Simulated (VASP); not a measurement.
# Ga (C2/c) in VASP: a series of runs, part 2 of 2

VASP 6.6.1. Earlier steps stand in the parts before.

## Step 4: Single point, PBE

Contents of INCAR:

```
PREC = Accurate
ENCUT = 300
EDIFF = 1E-6
ISMEAR = 0
SIGMA = 0.15
LREAL = False
LASPH = True
NELM = 100
ALGO = Normal
ISIF = 2
LWAVE = False
LCHARG = False
GGA = PE
NBANDS = 20
ADDGRID = False
```

Contents of KPOINTS:

```
regular mesh
0
Gamma
  6 6 5
```

Contents of POSCAR:

```
Ga
1.0
    1.3830000000     -4.0265000000      0.0000000000
    1.3830000000      4.0265000000      0.0000000000
   -0.1174474948      0.0000000000      3.3299294416
Ga
2
Direct
    0.1310000000      0.8690000000      0.7500000000
    0.8690000000      0.1310000000      0.2500000000
```

Potentials or basis: VASP PAW PBE potentials, release 64 (Ga_d).

The run is started by

```sh
cat potpaw_PBE.64/Ga_d/POTCAR > POTCAR
mpirun -np 1 vasp_std > vasp.out
```

OUTCAR:

```text
PREC = Accurate
   ENCUT = 300
   EDIFF = 1E-6
   ISMEAR = 0
   LREAL = False
   LASPH = True
   NELM = 100
   ISIF = 2
   GGA = PE

 Found     55 irreducible k-points:

 Following reciprocal coordinates:
            Coordinates               Weight
  0.000000  0.000000  0.000000      1.000000
  0.166667  0.000000  0.000000      4.000000
  0.333333  0.000000  0.000000      4.000000
  0.500000 -0.000000  0.000000      2.000000
  0.166667  0.166667  0.000000      2.000000
[... 216 lines left out ...]

  FORCE on cell =-STRESS in cart. coord.  units (eV):
  Direction    XX          YY          ZZ          XY          YZ          ZX
  --------------------------------------------------------------------------------------
  -------------------------------------------------------------------------------------
  Total        0.9633285     -0.0137092      0.2805550      0.0000000      0.0000000      0.1303409
  in kB       41.6169327     -0.5922522     12.1203071      0.0000000      0.0000000      5.6308832
  external PRESSURE =      17.7149959 kB  Pullay stress =       0.0000000 kB

 VOLUME and BASIS-vectors are now :
 -----------------------------------------------------------------------------
  energy-cutoff  :      300.00
  volume of cell :       37.09
      direct lattice vectors                 reciprocal lattice vectors
     1.383000000 -4.026500000  0.000000000     0.361532899 -0.124177325  0.012751361
     1.383000000  4.026500000  0.000000000     0.361532899  0.124177325  0.012751361
    -0.117447495  0.000000000  3.329929442     0.000000000  0.000000000  0.300306663

 POSITION                                       TOTAL-FORCE (eV/Angst)
 -----------------------------------------------------------------------------------
      1.29491      2.97156      2.49745         0.000000     -0.179759      0.000000
      1.35364     -2.97156      0.83248        -0.000000      0.179759     -0.000000
 -----------------------------------------------------------------------------------
    total drift:                                0.000000      0.000000     -0.000000

  FREE ENERGIE OF THE ION-ELECTRON SYSTEM (eV)
  ---------------------------------------------------
  free  energy   TOTEN  =        -5.7376241918 eV

  energy  without entropy=       -5.7248030453  energy(sigma->0) =       -5.73121362
```

stdout:

```text
POSCAR found type information on POSCAR Ga
 POSCAR found :  1 types and       2 ions
 scaLAPACK will be used
 LDA part: xc-table for (Slater+PW92), standard interpolation
 POSCAR, INCAR and KPOINTS ok, starting setup
 FFT: planning ... GRIDC
 FFT: planning ... GRID_SOFT
 FFT: planning ... GRID
 WAVECAR not read
 entering main loop
```

It took 15 s on 1 thread of Intel Xeon Platinum 8259CL at 2.50GHz (Skylake/Cascade Lake), shared host; peak memory 0.13 GiB.

These settings aren't checked as converged: the numbers below hold their error.

What came out:

* Free energy: -5.7376 eV
* Largest force: 0.180 eV/Å
* Band gap on the k mesh: none (metal or under the smearing width)

Caveat: the k mesh is coarse (spacing up to 0.40 Å⁻¹), so the values aren't converged; the cutoff is under 1.25 times the usual one of these potentials, so pressure, stress and relaxed cells hold a basis-set (Pulay) error.

## Step 5: Single point, PBE

INCAR is that of step 4.

KPOINTS is that of step 4.

Contents of POSCAR:

```
Ga
1.0
    1.3830000000     -4.0265000000      0.0000000000
    1.3830000000      4.0265000000      0.0000000000
   -0.1174474948      0.0000000000      3.3299294416
Ga
2
Direct
    0.0863460000      0.8268100000      0.7848140000
    0.8777350000      0.1376800000      0.2531650000
```

The run is started by

```sh
cat potpaw_PBE.64/Ga_d/POTCAR > POTCAR
mpirun -np 1 vasp_std > vasp.out
```

Run time: 24 s. Hardware: 1 thread of Intel Xeon Platinum 8259CL at 2.50GHz (Skylake/Cascade Lake), shared host; peak memory 0.14 GiB.

The run converged, but some of its settings lie outside the range that counts as converged, so its numbers aren't taken as properties of the crystal.

What came out:

| Quantity | Value |
| --- | --- |
| Free energy | -5.7237 eV |
| Largest force | 0.301 eV/Å |
| Band gap on the k mesh | none (metal or under the smearing width) |

Caveat: the k mesh is coarse (spacing up to 0.40 Å⁻¹), so the values aren't converged; the cutoff is under 1.25 times the usual one of these potentials, so pressure, stress and relaxed cells hold a basis-set (Pulay) error.

## Step 6: Single point, PBE

Changes to INCAR since step 5:

```diff
@@ -1,3 +1,3 @@
 PREC = Accurate
-ENCUT = 300
+ENCUT = 350
 EDIFF = 1E-6
```

KPOINTS is that of step 5.

Contents of POSCAR:

```
Ga
1.0
    1.3830000000     -4.0265000000      0.0000000000
    1.3830000000      4.0265000000      0.0000000000
   -0.1174474948      0.0000000000      3.3299294416
Ga
2
Direct
    0.1310000000      0.8690000000      0.7500000000
    0.8690000000      0.1310000000      0.2500000000
```

Potentials or basis: VASP PAW PBE potentials, release 64 (Ga_d).

The run is started by

```sh
cat potpaw_PBE.64/Ga_d/POTCAR > POTCAR
mpirun -np 1 vasp_std > vasp.out
```

OUTCAR:

```text
PREC = Accurate
   ENCUT = 350
   EDIFF = 1E-6
   ISMEAR = 0
   LREAL = False
   LASPH = True
   NELM = 100
   ISIF = 2
   GGA = PE

 Found     55 irreducible k-points:

 Following reciprocal coordinates:
            Coordinates               Weight
  0.000000  0.000000  0.000000      1.000000
  0.166667  0.000000  0.000000      4.000000
  0.333333  0.000000  0.000000      4.000000
  0.500000 -0.000000  0.000000      2.000000
  0.166667  0.166667  0.000000      2.000000
[... 217 lines left out ...]

  FORCE on cell =-STRESS in cart. coord.  units (eV):
  Direction    XX          YY          ZZ          XY          YZ          ZX
  --------------------------------------------------------------------------------------
  -------------------------------------------------------------------------------------
  Total        0.9187036     -0.0555429      0.2348166      0.0000000      0.0000000      0.1304579
  in kB       39.6890865     -2.3995213     10.1443578      0.0000000      0.0000000      5.6359362
  external PRESSURE =      15.8113077 kB  Pullay stress =       0.0000000 kB

 VOLUME and BASIS-vectors are now :
 -----------------------------------------------------------------------------
  energy-cutoff  :      350.00
  volume of cell :       37.09
      direct lattice vectors                 reciprocal lattice vectors
     1.383000000 -4.026500000  0.000000000     0.361532899 -0.124177325  0.012751361
     1.383000000  4.026500000  0.000000000     0.361532899  0.124177325  0.012751361
    -0.117447495  0.000000000  3.329929442     0.000000000  0.000000000  0.300306663

 POSITION                                       TOTAL-FORCE (eV/Angst)
 -----------------------------------------------------------------------------------
      1.29491      2.97156      2.49745        -0.000000     -0.179387      0.000000
      1.35364     -2.97156      0.83248         0.000000      0.179387      0.000000
 -----------------------------------------------------------------------------------
    total drift:                                0.000000     -0.000000     -0.000000

  FREE ENERGIE OF THE ION-ELECTRON SYSTEM (eV)
  ---------------------------------------------------
  free  energy   TOTEN  =        -5.7354633353 eV

  energy  without entropy=       -5.7226415408  energy(sigma->0) =       -5.72905244
```

OSZICAR:

```text
N       E                     dE             d eps       ncg     rms          rms(c)
DAV:   1     0.112174903386E+03    0.11217E+03   -0.10793E+04  2352   0.198E+03
DAV:   2     0.338214350072E+01   -0.10879E+03   -0.10626E+03  2276   0.323E+02
DAV:   3    -0.566838967930E+01   -0.90505E+01   -0.90205E+01  2456   0.816E+01
DAV:   4    -0.578584134318E+01   -0.11745E+00   -0.11736E+00  2512   0.105E+01
DAV:   5    -0.578795677215E+01   -0.21154E-02   -0.21153E-02  2508   0.133E+00    0.143E+00
DAV:   6    -0.574445504166E+01    0.43502E-01   -0.87712E-02  2968   0.482E+00    0.745E-01
DAV:   7    -0.573633757077E+01    0.81175E-02   -0.17568E-02  3096   0.179E+00    0.206E-01
DAV:   8    -0.573544604218E+01    0.89153E-03   -0.22781E-03  2428   0.643E-01    0.202E-02
DAV:   9    -0.573546215357E+01   -0.16111E-04   -0.10404E-04  2524   0.995E-02    0.818E-03
DAV:  10    -0.573546351446E+01   -0.13609E-05   -0.79265E-06  2460   0.329E-02    0.196E-03
DAV:  11    -0.573546333529E+01    0.17917E-06   -0.96751E-07  1528   0.127E-02
   1 F= -.57354633E+01 E0= -.57290524E+01  d E =-.128218E-01
```

It took 34 s on 1 thread of Intel Xeon Platinum 8259CL at 2.50GHz (Skylake/Cascade Lake), shared host; peak memory 0.14 GiB.

The run converged, but some of its settings lie outside the range that counts as converged, so its numbers aren't taken as properties of the crystal.

What came out:

| Property | Result |
| --- | --- |
| Free energy | -5.7355 eV |
| Pressure | 1.6 GPa |
| Largest force | 0.179 eV/Å |
| Band gap on the k mesh | none (metal or under the smearing width) |

Caveat: the k mesh is coarse (spacing up to 0.40 Å⁻¹), so the values aren't converged; the cutoff is under 1.25 times the usual one of these potentials, so pressure, stress and relaxed cells hold a basis-set (Pulay) error.

## Step 7: For comparison

An earlier run on the cell as given: functional PBE; potentials or basis VASP PAW PBE potentials, release 64 (Ga_d); cutoff 520 eV; k mesh 10 × 10 × 8; occupations fermi-dirac, width 0.05 eV; no spin polarisation.

- Pressure: 1.8 GPa
- Largest force: 0.203 eV/Å
- Band gap on the k mesh: none (metal or under the smearing width)

## Step 8: Overview

| cell | k mesh | cutoff (eV) | smearing | gap on the mesh (eV) | pressure (GPa) | largest force (eV/Å) |
| --- | --- | --- | --- | --- | --- | --- |
| as given | 18 × 18 × 14 | 900 | gaussian 0.1 eV | none | 2.0 | 0.20 |
| grid = ENCUT=900 k=18x18x14 ISMEAR=0 SIGMA=0.1 PREC=Accurate EDIFF=1e-08 LREAL=False ADDGRID=False LASPH=True; atoms moved at random, drawn with an rms of 0.1 Å | 18 × 18 × 14 | 900 | gaussian 0.1 eV | none | 2.2 | 0.33 |
| as given | 10 × 10 × 8 | 520 | fermi-dirac 0.05 eV | none | 1.8 | 0.20 |

Alike in all rows: task single point; level PBE; potentials or basis VASP PAW PBE potentials, release 64 (Ga_d); no spin polarisation.

Total energies depend on the potentials used, so only differences within one code and one set of settings carry meaning.
